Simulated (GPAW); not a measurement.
# BaTiO3: relaxation of cell and atoms with PBEsol

Crystal: BaTiO3.

```
Ba Ti O
1.0
     2.82737    1.63238    2.31839
    -2.82737    1.63238    2.31839
     0.00000   -3.26476    2.31839
Ba Ti O
1 1 3
Direct
  0.00000 0.00000 0.00000
  0.48450 0.48450 0.48450
  0.50860 0.01750 0.50860
  0.01750 0.50860 0.50860
  0.50860 0.50860 0.01750
```

```
Program             : GPAW 26.7.0
Task                : relaxation of cell and atoms
Functional          : PBEsol
Potentials or basis : PAW data sets generated in the run's folder for this functional
Cutoff              : 800 eV
Basis               : pw
k mesh              : 4 × 4 × 4
Occupations         : fermi-dirac, width 0.05 eV
Spin                : no spin polarisation
Maxiter             : 150
Optimizer           : BFGS
Fmax                : 0.02 eV/Å
Max steps           : 60
Convergence         : density=1e-05 forces=0.0001
```

```json
{"Relaxed volume": "12.83 Å³/atom", "Relaxed cell": "a = 4.003 Å, b = 4.003 Å, c = 4.003 Å, α = 89.85°, β = 89.85°, γ = 89.85°", "Space group after relaxing (to 0.05 Å)": "R3m (No. 160)", "Energy gained by relaxing": "0.7 meV/atom", "Ionic steps": "5", "Pressure after relaxing": "-0.2 GPa", "Largest force after relaxing": "0.018 eV/Å", "Band gap on the k mesh": "2.29 eV, indirect (least direct gap 2.65 eV)"}
```

Forces on the atoms (eV/Å):
```
Ba   0.000  0.000 -0.006
Ti   0.000  0.000 -0.017
O   -0.014  0.008  0.008
O    0.014  0.008  0.008
O    0.000 -0.016  0.008
```

Step by step:
| step | energy change (eV) | largest force (eV/Å) | pressure (GPa) | volume (Å³) |
| --- | --- | --- | --- | --- |
| 1 | 0.0000 | 0.1401 | 0.30 | 64.20 |
| 2 | -0.0012 | 0.1225 | 0.12 | 64.21 |
| 3 | -0.0032 | 0.0563 | -0.39 | 64.24 |
| 4 | -0.0033 | 0.0436 | -0.37 | 64.22 |
| 5 | -0.0034 | 0.0178 | -0.20 | 64.15 |

Final structure:
```cif
data_structure
_symmetry_space_group_name_H-M 'P 1'
_symmetry_Int_Tables_number 1
_cell_length_a 4.0031
_cell_length_b 4.0031
_cell_length_c 4.0031
_cell_angle_alpha 89.854
_cell_angle_beta 89.854
_cell_angle_gamma 89.854
_cell_volume 64.15
loop_
_atom_site_label
_atom_site_type_symbol
_atom_site_fract_x
_atom_site_fract_y
_atom_site_fract_z
_atom_site_occupancy
Ba1 Ba 0.99767 0.99767 0.99767 1
Ti1 Ti 0.48599 0.48599 0.48599 1
O1 O 0.50985 0.01585 0.50985 1
O2 O 0.01585 0.50985 0.50985 1
O3 O 0.50985 0.50985 0.01585 1
```

Levels at points of the mesh, in eV from the valence-band top:
| k point | band 16 | band 17 | band 18 | band 19 | band 20 | band 21 | band 22 | band 23 | band 24 | band 25 |
| --- | --- | --- | --- | --- | --- | --- | --- | --- | --- | --- |
| (0.00, 0.00, 0.00) | -1.31 | -1.09 | -0.49 | -0.36 | -0.36 | 2.29 | 2.29 | 2.44 | 4.48 | 4.48 |
| (0.50, 0.00, 0.00) | -2.07 | -1.76 | -1.66 | -0.93 | -0.81 | 2.47 | 3.76 | 3.86 | 4.45 | 6.17 |
| (0.50, 0.50, 0.00) | -2.73 | -1.63 | -0.89 | -0.85 | -0.09 | 3.84 | 3.84 | 4.18 | 5.07 | 7.81 |
| (0.50, 0.50, 0.50) | -2.38 | -2.34 | -0.02 | -0.02 | 0.00 | 4.33 | 4.47 | 4.47 | 6.57 | 6.57 |

Wall time 2.5 min on 1 thread of Arm Neoverse V1 (shared host), peak memory 0.28 GiB.

Caveat: the k mesh is coarse; later steps reuse the first step's grids; spin-orbit coupling is left out, which moves the levels of the heavy elements. A k mesh can miss the band edges.
